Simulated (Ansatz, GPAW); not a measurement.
**Ballistic transport through a Sb chain with a Ge atom bridging one bond, cheap and dear**

Aim: T(E), conductance and thermopower of a Sb chain with a Ge atom bridging one bond, and what cheaper settings cost in accuracy.

Program: GPAW 26.7.0 and Ansatz 0.2.0. Level of theory: Ansatz plane waves; Landauer transmission by layers, zero bias, in the first sound run; inputs show where later runs differ. Results are calculated unless marked as measured.

This is a report of a sequence of runs, with most program output left out.

## Step 1: The structure

The cell holds 9 atoms: 8 Sb and 1 Ge. Cell: a = 9.000 Å, b = 9.000 Å, c = 22.200 Å, α = 90.0°, β = 90.0°, γ = 90.0°. Regions: left lead, 4 atoms (4 Sb); channel, 1 atom (1 Ge); right lead, 4 atoms (4 Sb). Vacuum lies along a and b. The structure is stacked along c, and the current runs across the ab planes.

As a file:

```cif
data_structure
_symmetry_space_group_name_H-M 'P 1'
_symmetry_Int_Tables_number 1
_cell_length_a 9.0000
_cell_length_b 9.0000
_cell_length_c 22.2000
_cell_angle_alpha 90.000
_cell_angle_beta 90.000
_cell_angle_gamma 90.000
_cell_volume 1798.20
loop_
_atom_site_label
_atom_site_type_symbol
_atom_site_fract_x
_atom_site_fract_y
_atom_site_fract_z
_atom_site_occupancy
Sb1 Sb 0.50000 0.50000 0.06194 1
Sb2 Sb 0.50000 0.50000 0.18581 1
Sb3 Sb 0.50000 0.50000 0.30968 1
Sb4 Sb 0.50000 0.50000 0.43356 1
Ge5 Ge 0.73063 0.50000 0.50000 1
Sb6 Sb 0.50000 0.50000 0.56644 1
Sb7 Sb 0.50000 0.50000 0.69032 1
Sb8 Sb 0.50000 0.50000 0.81419 1
Sb9 Sb 0.50000 0.50000 0.93806 1
```

## Step 2: Plane-wave reference (PBE)

Plane waves give the reference curve, free of the bias of atom-centred orbitals.

Input file input.yaml:

```yaml
crystal:
  lattice:
    - [9.0, 0.0, 0.0]
    - [0.0, 9.0, 0.0]
    - [0.0, 0.0, 22.2]
  atoms:
    - { symbol: Sb, position: [0.5, 0.5, 0.0619369369] }
    - { symbol: Sb, position: [0.5, 0.5, 0.1858108108] }
    - { symbol: Sb, position: [0.5, 0.5, 0.3096846847] }
    - { symbol: Sb, position: [0.5, 0.5, 0.4335585586] }
    - { symbol: Ge, position: [0.730633266, 0.5, 0.5] }
    - { symbol: Sb, position: [0.5, 0.5, 0.5664414414] }
    - { symbol: Sb, position: [0.5, 0.5, 0.6903153153] }
    - { symbol: Sb, position: [0.5, 0.5, 0.8141891892] }
    - { symbol: Sb, position: [0.5, 0.5, 0.9380630631] }
kpoints:
  mp_grid: { grid: [1, 1, 4] }
hamiltonian:
  xc: pbe
scf:
  occupations: { method: fermi_dirac, width: 0.1 }
output:
  transmission:
    leads: [[0, 1]]
    e_range: [-3, 3]
    de: 0.075
    kmesh: [1, 1]
    reduced_basis: true
  write_potential: true
  write_density: true
  volumetric_format: npy
```

Command:

```bash
$ ansatz run input.yaml --threads 2 --pin off --max-ram 4096MiB --backend cpu --events-out ev --progress --plain --runs-dir out
```

Wall time 2.1 min (2 threads of Arm Neoverse V2, shared host); peak memory 1.8 GiB; 3.1 min of CPU time.

This step gave:

| Item | Value |
| --- | --- |
| free energy | -56161.3532 eV |
| smearing term TS | 0.2630 eV |
| symmetry operations | 4 |
| lead level | 0 eV from the Fermi level |
| transmission at the Fermi level (one spin) | 1.969 |
| open channels of the lead at the Fermi level (one spin) | 3 |
| step of the potential along the lead | 9.5 meV |
| offset of the lead | 0 Å |

One spin. Transmission, zone mean against energy, zero at the Fermi level:

```tsv
energy (eV)	transmission, zone mean
-3.00	0.925
-2.85	0.920
-2.70	0.913
-2.55	0.902
-2.33	0.875
-2.17	0.840
-2.02	0.772
-1.88	0.598
-1.73	0.0588
-1.57	1.46
-1.35	1.91
-1.20	1.91
-1.05	1.86
-0.90	1.83
-0.75	1.84
-0.60	1.87
-0.38	1.91
-0.23	1.94
-0.07	1.96
0.00	1.97
0.07	1.98
0.23	1.99
0.38	1.99
0.60	2.00
0.75	2.01
0.90	2.01
1.05	2.01
1.20	2.01
1.35	2.00
1.57	1.99
1.73	1.95
1.88	1.56
2.02	0.996
2.17	0.995
2.33	0.993
2.55	0.991
2.70	0.989
2.85	0.986
3.00	0.981
```

One spin. Open channels, zone mean against energy, zero at the Fermi level:

```tsv
energy (eV)	open channels, zone mean
-3.0000	1
-2.7750	1
-2.4750	1
-2.2500	1
-2.0250	1
-1.7250	1
-1.5000	3
-1.2750	3
-0.9750	3
-0.7500	3
-0.5250	3
-0.2250	3
0.0000	3
0.2250	3
0.5250	3
0.7500	3
0.9750	3
1.2750	3
1.5000	3
1.7250	3
2.0250	1
2.2500	1
2.4750	1
2.7750	1
3.0000	1
```

Crystal 0, spin -, k parallel (0, 0); distinct values, listed up to 1.5 1/Å. Table of Im kz of the slowest decaying states by energy, zero at the Fermi level:

```tsv
energy (eV)	decay 1 (Å⁻¹)	decay 2 (Å⁻¹)	decay 3 (Å⁻¹)	decay 4 (Å⁻¹)
-3.0000	0.570	0.572	1.33	1.44
-2.7750	0.522	0.524	1.30	1.42
-2.4750	0.450	0.453	1.27	1.39
-2.2500	0.386	0.389	1.25	1.37
-2.0250	0.309	0.312	1.22	1.34
-1.7250	0.150	0.158	1.19	1.31
-1.5000	1.17	1.29	1.36	1.36
-1.2750	1.14	1.27	1.34	1.34
-0.9750	1.10	1.24	1.32	1.32
-0.7500	1.08	1.21	1.30	1.30
-0.5250	1.05	1.19	1.27	1.27
-0.2250	1.01	1.15	1.24	1.25
0.0000	0.977	1.13	1.21	1.22
0.2250	0.946	1.10	1.19	1.20
0.5250	0.902	1.06	1.15	1.17
0.7500	0.868	1.03	1.13	1.14
0.9750	0.832	1.00	1.10	1.12
1.2750	0.782	0.962	1.06	1.09
1.5000	0.743	0.931	1.03	1.06
1.7250	0.701	0.898	1.00	1.03
2.0250	0.0569	0.0619	0.641	0.852
2.2500	0.126	0.128	0.592	0.816
2.4750	0.162	0.164	0.539	0.779
2.7750	0.194	0.195	0.458	0.726
3.0000	0.210	0.210	0.386	0.683
```

Crystal 0, spin -, k parallel (0, 0). Re kz of states that move upwards against energy, zero at the Fermi level:

```tsv
energy (eV)	channel 1 (Å⁻¹)	channel 2 (Å⁻¹)	channel 3 (Å⁻¹)
-3.00	-0.986	-	-
-2.85	-0.971	-	-
-2.70	-0.956	-	-
-2.55	-0.942	-	-
-2.33	-0.921	-	-
-2.17	-0.907	-	-
-2.02	-0.894	-	-
-1.88	-0.880	-	-
-1.73	-0.867	-	-
-1.57	-0.855	0.109	0.120
-1.35	-0.836	0.260	0.265
-1.20	-0.823	0.325	0.328
-1.05	-0.811	0.379	0.382
-0.90	-0.798	0.426	0.429
-0.75	-0.786	0.470	0.472
-0.60	-0.774	0.510	0.512
-0.38	-0.756	0.565	0.568
-0.23	-0.744	0.600	0.602
-0.07	-0.733	0.633	0.636
0.00	-0.727	0.650	0.652
0.07	-0.721	0.666	0.668
0.23	-0.709	0.697	0.699
0.38	-0.698	0.727	0.729
0.60	-0.681	0.772	0.774
0.75	-0.670	0.802	0.804
0.90	-0.658	0.831	0.833
1.05	-0.647	0.861	0.863
1.20	-0.636	0.891	0.893
1.35	-0.625	0.923	0.925
1.57	-0.609	0.973	0.976
1.73	-0.598	1.01	1.02
1.88	-0.587	1.06	1.07
2.02	-0.576	-	-
2.17	-0.565	-	-
2.33	-0.554	-	-
2.55	-0.538	-	-
2.70	-0.528	-	-
2.85	-0.517	-	-
3.00	-0.506	-	-
```

The electrostatic potential energy of an electron (with the applied field's), less the Fermi level, planar mean oscillates, so the rows of the table below give means over windows of 2.81 Å about each position, cut where the curve ends. Its maxima inside the range that stand out by 2 % of the span (Å: eV): 2.8: 4.45, 5.5: 4.48, 8.3: 4.37, 10.2: 2.98, 12.0: 2.98, 13.9: 4.37, 16.7: 4.48, 19.4: 4.45. Its minima: 1.3: 3.12, 4.1: 3.10, 7.0: 3.07, 9.8: 2.93, 11.1: 2.85, 12.4: 2.93, 15.2: 3.07, 18.1: 3.10, 20.9: 3.12.

Electrostatic potential energy of an electron (with the applied field's), less the Fermi level, planar mean against z; means over each step:

z (Å), electrostatic potential energy of an electron (with the applied field's), less the Fermi level, planar mean (eV) and a bar from the least value:
```
     1.41       3.77 ##############################
     4.21       3.76 ##############################
     7.02       3.72 ###########################
     9.83       3.19 
    12.64       3.34 ########
    15.45       3.73 ############################
    18.27       3.76 #############################
    21.07       3.65 ########################
```

Valence density, planar mean against z:

z (Å), valence density, planar mean (e/Å³) and a bar:
```
      0.0      0.017 
      0.5      0.027 ##
      1.0      0.100 #############
      1.5      0.169 #######################
      2.0      0.048 #####
      2.5      0.019 
      3.0      0.019 
      3.5      0.048 #####
      4.0      0.170 #######################
      4.5      0.100 #############
      5.0      0.027 ##
      5.5      0.018 
      6.0      0.027 ##
      6.5      0.100 ############
      7.0      0.168 #######################
      7.5      0.047 #####
      8.0      0.019 
      8.5      0.019 
      9.0      0.048 #####
      9.5      0.172 #######################
     10.0      0.111 ##############
     10.5      0.059 ######
     11.0      0.216 ##############################
     11.5      0.092 ###########
     12.0      0.070 ########
     12.5      0.180 #########################
     13.0      0.087 ###########
     13.5      0.025 #
     14.0      0.017 
     14.5      0.029 ##
     15.0      0.114 ###############
     15.5      0.157 #####################
     16.0      0.041 ####
     16.5      0.019 
     17.0      0.021 #
     17.5      0.055 ######
     18.0      0.175 ########################
     18.5      0.085 ##########
     19.0      0.025 #
     19.5      0.017 
     20.0      0.029 ##
     20.5      0.115 ###############
     21.0      0.158 #####################
     21.5      0.041 ####
     22.0      0.019
```

T at the Fermi level is 1.97 of 3 open channels a spin.

## Step 3: Plane waves at a low cutoff

The cutoff is lowered to see how much of it the transmission needs.

input.yaml, as its differences from that of step 2:

```diff
@@ -31 +31,3 @@
   volumetric_format: npy
+basis:
+  ecutwfc: "200 eV"
```

Run time: 2.3 min. Hardware: 2 threads; peak memory 1.2 GiB.

The run finished with changed settings (basis.ecutwfc = "low"); it serves as a test.

The two runs compared:

```tsv
quantity	this run	sound run	difference
free energy (eV)	-56071.06	-56161.35	90.3
smearing term TS (eV)	0.25152	0.26303	-0.0115
transmission at the Fermi level (one spin)	1.9707	1.9687	0.00200
step of the potential along the lead (meV)	10.2	9.5	0.700
```

One result that differs is the step of the potential along the lead, 10.2 meV against 9.5 meV.

## Step 4: GPAW, dzp

Localised orbitals split the wire into layers that couple to their neighbours alone, which is what the Green's function method needs; double zeta with polarisation is the usual level for numbers.

This step: GPAW LCAO, PAW setups; Landauer transmission from Green's functions with principal layers (ASE), zero bias (GPAW 26.7.0).

Input file run.py:

```python
import json
import numpy as np
from ase import Atoms
from ase.transport.calculators import TransportCalculator
from gpaw import GPAW, FermiDirac
from gpaw.lcao.tools import get_lcao_hamiltonian
from scipy.linalg import eigh

# The junction with lead layers at both ends, along the third cell vector
device = Atoms(
    ['Sb', 'Sb', 'Sb', 'Sb', 'Ge', 'Sb', 'Sb', 'Sb', 'Sb'],
    positions=[
        [4.50000, 4.50000, 1.37500],
        [4.50000, 4.50000, 4.12500],
        [4.50000, 4.50000, 6.87500],
        [4.50000, 4.50000, 9.62500],
        [6.57570, 4.50000, 11.10000],
        [4.50000, 4.50000, 12.57500],
        [4.50000, 4.50000, 15.32500],
        [4.50000, 4.50000, 18.07500],
        [4.50000, 4.50000, 20.82500]],
    cell=[[9.0, 0.0, 0.0], [0.0, 9.0, 0.0], [0.0, 0.0, 22.2]],
    pbc=True)

# One principal layer of the lead: the first 2 atoms of the device
lead = Atoms(
    ['Sb', 'Sb'],
    positions=[
        [4.50000, 4.50000, 1.37500],
        [4.50000, 4.50000, 4.12500]],
    cell=[[9.0, 0.0, 0.0], [0.0, 9.0, 0.0], [0.0, 0.0, 5.5]],
    pbc=True)

settings = dict(mode='lcao', basis='dzp', xc='PBE', h=0.2,
                occupations=FermiDirac(0.1), maxiter=250,
                mixer=dict(beta=0.1, nmaxold=8, weight=100.0),
                convergence=dict(density=0.0001))
energies = np.arange(-3, 3 + 1e-9, 0.075)
eta = 0.0001
n1, n2 = 1, 1
# k and -k transmit alike, so half of the mesh across the current serves
mesh = [(i, j) for i in range(n1) for j in range(n2) if (i, j) <= (-i % n1, -j % n2)]
weights = np.array([1 if (i, j) == (-i % n1, -j % n2) else 2 for i, j in mesh]) / (n1 * n2)

# [... helper functions left out ...]
fermi_lead = ground_state(lead, (1, 1, 20), 'lead.txt')
fermi_device = ground_state(device, (1, 1, 4), 'device.txt')
# [... loop over the mesh left out, but for ...]
        # Shift the lead onto the potential of the device's first layer
        shift = ((H[:, 0, 0] - H0[:, 0, 0]) / S0[0, 0]).real.mean()
# [...]
kT = 8.617333e-5 * 77
bias = [0.1, 0.2, 0.5, 1.0, 1.5, 2.0]
# [... integrals and printing left out ...]
```

Command:

```bash
$ OMP_NUM_THREADS=1 OPENBLAS_NUM_THREADS=2 python run.py
```

Wall time 22 s (2 threads); peak memory 0.77 GiB.

This step gave:

* conductance: 1.953 G₀
* largest coupling past the next principal layer: 7.84e-5 eV
* largest misfit of the first principal layer: 0.02804 eV
* shift that aligns the lead: -0.01988 eV
* basis functions of the junction: 197
* basis functions of a principal layer: 46
* transmission at the Fermi level (one spin): 1.953

One spin. The transmission, zone mean by energy, zero at the Fermi level:

```tsv
energy (eV)	transmission, zone mean
-3.0000	0.906
-2.7750	0.897
-2.4750	0.870
-2.2500	0.824
-2.0250	0.710
-1.7250	0.0224
-1.5000	1.65
-1.2750	1.99
-0.9750	1.91
-0.7500	1.85
-0.5250	1.87
-0.2250	1.92
0.0000	1.95
0.2250	1.97
0.5250	1.98
0.7500	1.99
0.9750	2.00
1.2750	2.00
1.5000	2.00
1.7250	1.99
2.0250	0.996
2.2500	0.993
2.4750	0.991
2.7750	0.987
3.0000	0.982
```

Not self-consistent under bias; the bias window is split evenly. Table of current through one cell, from the zero-bias transmission by bias:

```tsv
bias (V)	current through one cell, from the zero-bias transmission (μA)
0.100	15.1
0.200	30.3
0.500	75.6
1.000	151
1.500	225
2.000	300
```

Transmission of the three most open eigenchannels against energy, zero at the Fermi level:

```tsv
energy (eV)	channel 1	channel 2	channel 3
-3.00	0.906	2.3e-11	0
-2.77	0.897	2.3e-11	0
-2.55	0.879	2.3e-11	0
-2.40	0.859	2.2e-11	0
-2.17	0.799	2.2e-11	0
-1.95	0.631	2.3e-11	2.2e-11
-1.73	0.0224	2.5e-8	3.9e-10
-1.57	0.791	0.323	0.155
-1.35	0.713	0.638	0.588
-1.12	0.843	0.743	0.389
-0.90	0.908	0.835	0.135
-0.75	0.930	0.877	0.0429
-0.53	0.950	0.917	4.1e-4
-0.30	0.963	0.937	0.0103
-0.07	0.971	0.944	0.0297
0.00	0.974	0.945	0.0351
0.07	0.975	0.945	0.0396
0.30	0.980	0.947	0.0478
0.53	0.983	0.952	0.0493
0.75	0.985	0.961	0.0464
0.90	0.986	0.968	0.0428
1.12	0.987	0.978	0.0356
1.35	0.989	0.986	0.0269
1.57	0.990	0.988	0.0173
1.73	0.992	0.985	0.0107
1.95	0.996	0.835	8.4e-4
2.17	0.994	1.3e-11	4.9e-12
2.40	0.991	1.4e-11	0
2.55	0.990	1.4e-11	0
2.77	0.987	1.3e-11	0
3.00	0.982	1.3e-11	0
```

At the Fermi level T is 1.95 against 1.97 in plane waves. Couplings past the next layer reach 7.8e-5 eV, small enough to drop; the matrix elements of the cell's first layer differ from the bulk lead's by up to 0.028 eV. That layer keeps its own values in the calculation, and only beyond it is the lead taken as perfect. The Fermi levels of lead and junction count from different zeros of potential, one for each periodic cell; with both set to zero, the small remaining shift is what aligns them. By hand: G = 1.953 × 77.48 μS = 151 μS, a resistance of 6.61 kΩ; at 0.1 V a linear junction would pass 15.1 μA, and the integral over the bias window gives 15.1 μA.

## Step 5: Single-zeta polarised basis

The second zeta is dropped, the polarisation orbitals stay.

run.py, as its differences from that of step 4:

```diff
@@ -33,3 +33,3 @@
 
-settings = dict(mode='lcao', basis='dzp', xc='PBE', h=0.2,
+settings = dict(mode='lcao', basis='szp(dzp)', xc='PBE', h=0.2,
                 occupations=FermiDirac(0.1), maxiter=250,
```

Run time: 18 s. Hardware: 2 threads; peak memory 0.76 GiB.

This step gave:

- conductance: 1.944 G₀
- largest coupling past the next principal layer: 7.83e-5 eV
- largest misfit of the first principal layer: 0.03067 eV
- shift that aligns the lead: -0.01164 eV
- basis functions of the junction: 121
- basis functions of a principal layer: 28
- transmission at the Fermi level (one spin): 1.944

One spin. Transmission, zone mean against energy, zero at the Fermi level:

```tsv
energy (eV)	transmission, zone mean
-3.00	0.910
-2.77	0.898
-2.55	0.875
-2.40	0.850
-2.17	0.775
-1.95	0.570
-1.73	0.00145
-1.57	1.19
-1.35	1.93
-1.20	2.01
-1.12	2.00
-0.90	1.91
-0.75	1.87
-0.53	1.88
-0.30	1.91
-0.07	1.94
0.00	1.94
0.07	1.95
0.30	1.97
0.53	1.98
0.75	1.99
0.90	1.99
1.12	2.00
1.35	2.00
1.57	2.00
1.73	2.00
1.95	1.96
2.17	0.995
2.40	0.992
2.55	0.991
2.77	0.988
3.00	0.984
```

Not self-consistent under bias; the bias window is split evenly. Current through one cell, from the zero-bias transmission against bias:

```tsv
bias (V)	current through one cell, from the zero-bias transmission (μA)
0.100	15.1
0.200	30.1
0.500	75.2
1.000	150
1.500	225
2.000	300
```

Table of transmission of the three most open eigenchannels by energy, zero at the Fermi level:

```tsv
energy (eV)	channel 1	channel 2	channel 3
-3.00	0.910	0	0
-2.77	0.898	0	0
-2.55	0.875	0	0
-2.40	0.850	0	0
-2.17	0.775	0	0
-1.95	0.570	1.6e-11	0
-1.73	0.00145	2.7e-7	2.9e-10
-1.57	0.801	0.268	0.122
-1.35	0.705	0.664	0.561
-1.12	0.855	0.727	0.423
-0.90	0.921	0.827	0.163
-0.75	0.942	0.872	0.0615
-0.53	0.959	0.913	0.00408
-0.30	0.970	0.933	0.00363
-0.07	0.978	0.940	0.0182
0.00	0.979	0.942	0.0228
0.07	0.981	0.943	0.0269
0.30	0.985	0.946	0.0349
0.53	0.987	0.952	0.0375
0.75	0.988	0.961	0.0362
0.90	0.989	0.969	0.0338
1.12	0.990	0.980	0.0286
1.35	0.991	0.989	0.0218
1.57	0.995	0.992	0.0141
1.73	0.997	0.993	0.00871
1.95	0.996	0.966	8.3e-4
2.17	0.995	3.0e-12	1.8e-12
2.40	0.992	0	0
2.55	0.991	0	0
2.77	0.988	0	0
3.00	0.984	0	0
```

The conductance, 1.94 G₀, lies 0.5 % below that of the dzp run.

## Step 6: Minimal basis

The minimal basis is the cheapest rung: no second zeta and no polarisation.

run.py, as its differences from that of step 5:

```diff
@@ -33,3 +33,3 @@
 
-settings = dict(mode='lcao', basis='szp(dzp)', xc='PBE', h=0.2,
+settings = dict(mode='lcao', basis='sz(dzp)', xc='PBE', h=0.2,
                 occupations=FermiDirac(0.1), maxiter=250,
```

It took 14 s on 2 threads; peak memory 0.72 GiB.

This step gave:

```yaml
conductance: 1.940 G₀
largest_coupling_past_the_next_principal_layer: 7.89e-5 eV
largest_misfit_of_the_first_principal_layer: 0.03281 eV
shift_that_aligns_the_lead: -0.02588 eV
basis_functions_of_the_junction: 76
basis_functions_of_a_principal_layer: 18
transmission_at_the_fermi_level_one_spin: 1.940
```

The conductance, 1.94 G₀, lies 0.7 % below that of the dzp run.

## Step 7: LDA in the dzp basis: xc = "LDA"

Back in the dzp basis, the functional changes from PBE to LDA, to set the spread between functionals beside that between bases.

run.py, as its differences from that of step 6:

```diff
@@ -33,3 +33,3 @@
 
-settings = dict(mode='lcao', basis='sz(dzp)', xc='PBE', h=0.2,
+settings = dict(mode='lcao', basis='dzp', xc='LDA', h=0.2,
                 occupations=FermiDirac(0.1), maxiter=250,
```

It took 17 s on 2 threads; peak memory 0.77 GiB.

This step gave:

```yaml
conductance: 1.950 G₀
largest_coupling_past_the_next_principal_layer: 7.80e-5 eV
largest_misfit_of_the_first_principal_layer: 0.02809 eV
shift_that_aligns_the_lead: -0.009459 eV
basis_functions_of_the_junction: 197
basis_functions_of_a_principal_layer: 46
transmission_at_the_fermi_level_one_spin: 1.950
```

The conductance equals that of the dzp run to 0.2 %.

## Step 8: The ladder

Times are for 2 threads of Arm Neoverse V2, shared host. Results by setting:

```tsv
no.	run	conductance (G₀)	time	memory (GiB)
1	dzp	1.953	22 s	0.77
2	szp	1.944	18 s	0.76
3	sz	1.940	14 s	0.72
4	dzp LDA	1.950	17 s	0.77
```

## Step 9: The levels side by side

The curves are compared point by point over the common energies.

This step: comparison of transmission and cost over codes and levels (GPAW 26.7.0).

Ladder, by row:

```tsv
step	code	T at the Fermi level (sum over the listed spins)	conductance (G0)	r.m.s. T(E) from the first	wall time (s)	peak memory (GiB)	threads
pw-pbe	Ansatz	1.969	-	0	126.8	1.78	2
pw-low	Ansatz	1.971	-	0.1521	135.7	1.179	2
dzp	GPAW	1.953	1.953	0.1066	22.38	0.77	2
szp	GPAW	1.944	1.944	0.1287	18.3	0.76	2
sz	GPAW	1.94	1.94	0.2115	14.47	0.72	2
dzp-LDA	GPAW	1.95	1.95	0.09394	16.53	0.77	2
```

Table of transmission, zone mean, sum over the listed spins by energy, zero at the Fermi level:

```tsv
energy (eV)	pw-pbe	pw-low	dzp	szp	sz	dzp-LDA
-3.000	0.925	0.922	0.906	0.910	0.863	0.911
-2.475	0.895	0.890	0.870	0.864	0.772	0.879
-2.025	0.772	0.717	0.710	0.666	0.376	0.735
-1.500	1.75	1.90	1.65	1.61	1.84	1.61
-1.200	1.91	1.93	1.99	2.01	2.06	1.99
-0.975	1.84	1.86	1.91	1.94	1.99	1.92
-0.525	1.88	1.90	1.87	1.88	1.90	1.87
0.000	1.97	1.97	1.95	1.94	1.94	1.95
0.525	2.00	2.00	1.98	1.98	1.96	1.98
0.975	2.01	2.01	2.00	1.99	1.98	1.99
1.125	2.01	2.01	2.00	2.00	1.99	2.00
1.275	2.01	2.01	2.00	2.00	1.99	2.00
1.500	2.00	2.01	2.00	2.00	1.99	1.99
2.025	0.996	0.995	0.996	0.996	0.997	0.996
2.475	0.992	0.992	0.991	0.991	0.992	0.991
3.000	0.981	0.980	0.982	0.984	0.986	0.983
```

(Continued in part 2 of 2.)

[Logs are printed without paths, hosts, clocks, repeated set-up lines and the standing remarks that a program may print on its own settings, such as how far it seeks lower states.]

[Hosts, paths, dates, database ids (printed as entryN), source tags and the programs' standing remarks are cut or masked in the printed files.]
